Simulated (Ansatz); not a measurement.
SrO:

```
Sr O
1.0
     0.00000    2.56630    2.56630
     2.56630    0.00000    2.56630
     2.56630    2.56630    0.00000
Sr O
1 1
Direct
  0.50000 0.50000 0.50000
  0.00000 0.00000 0.00000
```

Below is the output of Ansatz 0.2.0 for this cell. Logs are shortened: lines on timing, memory, paths and dates and some standing lists are left out, and cuts for length are marked.

```text
Warning: RAYON_NUM_THREADS=1 ignored (pool sized by the plan → 1); use --threads N
The last accepted step is kept in <dir> (removed where the run ends without a failure and the disk answers)
LAPW: plane waves up to 7.760 Å⁻¹, error target 1.0e-3 eV per atom; small_component_spin mean_spin; O in spheres of 1.198 Å, 6 of its electrons in bands, Dirac shells []; Sr in spheres of 1.291 Å, 28 of its electrons in bands, Dirac shells [] (how accurate: hamiltonian.pseudopotentials.lapw.basis_error, Limitations)
Engine: ansatz 0.2.0, aarch64-unknown-linux-gnu
Pseudopotentials: kind: all_electron
Pseudopotential: Sr, LAPW, valence charge 28, lapw/all_electron/scalar/gaussian/Sr, Koelling and Harmon's equation, gaussian nucleus
Pseudopotential: O, LAPW, valence charge 6, lapw/all_electron/scalar/gaussian/O, Koelling and Harmon's equation, gaussian nucleus
Functional definition: PBEsol
  exchange = pbesol_x
  correlation = pbesol_c
Crystal: 2 atoms, lattice volume = 33.803 Å³
Basis set: ecut = 229.4279854399081 eV, 283 PW (Γ), exchange–correlation at level 2
Bands: 21, of which v1, the nominal top of the filled ones, is band 17 counted from 1 (16 counted from 0)
Symmetry: 48 space group operations
Space group: Fm-3m (ITA 225), of the structure as read, at distance tolerance 3.2e-5 Å
k-points: 35 of 729
Non-local potential: Sr, projectors of the file, none
Non-local potential: O, projectors of the file, none
Initial density: superposition of atomic densities (chi_scale 0.1, normalization cell, long waves kept (reshape's long-wave potential 0.00 eV rms))
Initial wavefunctions: plane waves of lowest kinetic energy (no species holds an atomic orbital)
Functional: x = pbesol(κ = 0.804, μ = 0.12345679012345678), c = pbesol(β = 0.046)
iter 1 solved again at ethr=8.25e-3 eV; its pass at ethr=1.00e-1 eV (dr2=2.81e0 eV) is discarded
SCF iter   1: F=—  HF=-88513.950781 eV  |F-HF|=—  |Δ(HF+E_count)|=         —  Δρ=7.33e-2  dr2=2.80e0  ethr=8.25e-3  ⟨swp⟩=2.0  Hψ=4537  notcnv=0
preconditioner: auto → none  [insulator: Δε(μ)=6.265 eV  Ē_g=17.221 eV  σ=0.050 eV  W_gap=1.00  n_scr=14 (ndim 8)  ℏωp=23.9 eV  f_vac=0.000  D(μ)=0.00/eV (n_scr^D=0)  ε∞_Penn≈2.9]
SCF iter   2: F=—  HF=-88513.352644 eV  |F-HF|=—  |Δ(HF+E_count)|=   5.98e-1  Δρ=4.24e-2  dr2=8.53e-1  ethr=8.25e-3  ⟨swp⟩=3.0  Hψ=2369  notcnv=0
SCF iter   3: F=—  HF=-88512.004367 eV  |F-HF|=—  |Δ(HF+E_count)|=    1.35e0  Δρ=1.86e-2  dr2=1.83e-1  ethr=2.51e-3  ⟨swp⟩=3.0  Hψ=2250  notcnv=0
[... 37 lines left out ...]
SCF iter   2: F=-88511.968035 eV  HF=-88511.968035 eV  |F-HF|=6.74e-9  |Δ(HF+E_count)|=   5.91e-6  Δρ=1.51e-6  dr2=4.34e-10  ethr=3.00e-12 (applied; sched 1.28e-12)  ⟨swp⟩=2.0  Hψ=3849  notcnv=0
SCF 4 converged in 2 iterations: F = -88511.968035 eV  dr2 = 4.34e-10
relax step   4: F+E_penalty+E_count = -88511.96803497 eV  Δ(F+E_penalty+E_count) = -2.132e-7 eV  max|allowed force component| = 1.505e-31 eV/Å  Δτ_max = 0.0000 Å  P = -0.006 GPa  Ω = 33.605 Å³  stress off target by 5.72e-3 GPa  SCF on the basis re-selected at this cell (its energy is not comparable with the rows above)  (2 SCF iters)
basis re-selected at this cell: Δ(F+E_penalty+E_count) = -2.132e-7 eV, ΔP = +0.001 GPa vs the last step (what re-selecting the basis moved, after the strain that the cell walked since its last selection, with what the two solves' SCF thresholds leave and, on support functions, any second-order correction that the steps lacked; it is no measure of the basis error at this ecutwfc). This SCF's stress stands 5.72e-3 GPa from its target on what of the cell is left free (relax.cell.stress_tol is 5.00e-2 GPa) and its largest allowed force component is 1.50e-31 eV/Å (relax.f_tol is 5.00e-3 eV/Å): within both
SCF converged after 2 iterations
Free energy (F): -88511.968035 eV
Harris-Foulkes:  -88511.968035 eV  (|F-HF|=6.74e-9)
Internal energy: -88511.968035 eV  (E = F + TS)
E sigma→0 (E₀):  -88511.968035 eV
Fermi energy:    11.023008 eV
--- Per-component energies (eV) ---
  E_band       = -3180.917742
  E_kinetic    = 91065.210164
  E_xc         = -3038.630181
  E_electrostatic = -176538.548017  (all electrons and nuclei)
  E_smearing   = -0.000000  (= −TS)
  E_closure    = 0.000000  (closes the sum)
  E_atoms      = -88499.320332  (free atoms, spherical and without spin; not in F)
  Σ components = -88511.968035   (vs F -88511.968035, Δ=0.00e0)
  Basis errors (estimates in eV, not in F): energy 4.5e-4 per atom: plane waves 4.2e-4 (2.3e-4 summed), levels above the bands 1.0e-42, relativity 7.8e-8, radial functions 2.8e-5, core shells 8.1e-8; eigenvalues (radial functions only) 1.7e-5; not estimated: angular momenta, meshes, grids; target (lapw.basis_error) 1.0e-3; muffin-tin radii O 1.196 Å, Sr 1.288 Å
--- Forces (eV/Å), atoms counted from 1 ---
  atom   1  Sr     0.00000000    -0.00000000    -0.00000000
  atom   2  O      0.00000000     0.00000000    -0.00000000
  max |Σ_I F_I| component: 7.23e-31 eV/Å
--- Stress (GPa, compression-positive) ---
       -0.005720      -0.000000      -0.000000
       -0.000000      -0.005720       0.000000
       -0.000000       0.000000      -0.005720
  P = ⅓ Tr σ = -0.0057 GPa (-0.057 kbar)
--- Relaxed structure (3 steps of the walk, 3 accepted, 1 SCFs on fresh bases) ---
  F+E_penalty+E_count = -88511.96803497 eV   max|allowed force component| = 1.505e-31 eV/Å   (the final SCF, on the basis selected at the relaxed cell)
  cell:  # Å, volume = 33.6054 Å³
    - [-1.5286092038480953e-33, 2.56129526454469, 2.56129526454469]
    - [2.56129526454469, 1.0190744065791185e-34, 2.56129526454469]
    - [2.56129526454469, 2.56129526454469, -4.076273566110654e-34]
  atoms:
    - { symbol: Sr, position: [0.5, 0.5, 0.5] }
    - { symbol: O, position: [-1.7589129513915257e-36, 2.833804199464707e-36, 2.6383694270876274e-36] }
```

Question: What input gives this log?

Answer: Relaxation of cell and atoms with PBEsol, no spin polarisation. The files as run (others can give the same):

input.yaml
```yaml
crystal:
  lattice:
    - [0.0, 2.5663, 2.5663]
    - [2.5663, 0.0, 2.5663]
    - [2.5663, 2.5663, 0.0]
  atoms:
    - { symbol: Sr, position: [0.5, 0.5, 0.5] }
    - { symbol: O, position: [0.0, 0.0, 0.0] }
kpoints:
  mp_grid: { grid: [9, 9, 9] }
scf:
  occupations: { method: fermi_dirac, width: 0.05 }
hamiltonian:
  xc: pbesol
  pseudopotentials: { kind: all_electron, lapw: { basis_error: 0.001 } }
output:
  forces: true
  stress: true
relax:
  f_tol: 0.005
  max_steps: 60
  cell: {}
```

Potentials or basis: all-electron LAPW, scalar-relativistic.
The run is started by
```sh
$ ansatz run input.yaml --threads 1 --pin off --max-ram 3072MiB --backend cpu --events-out ev --progress --plain --runs-dir out
```

Caveat: an odd mesh through Γ misses points on the zone boundary, where band edges often lie.
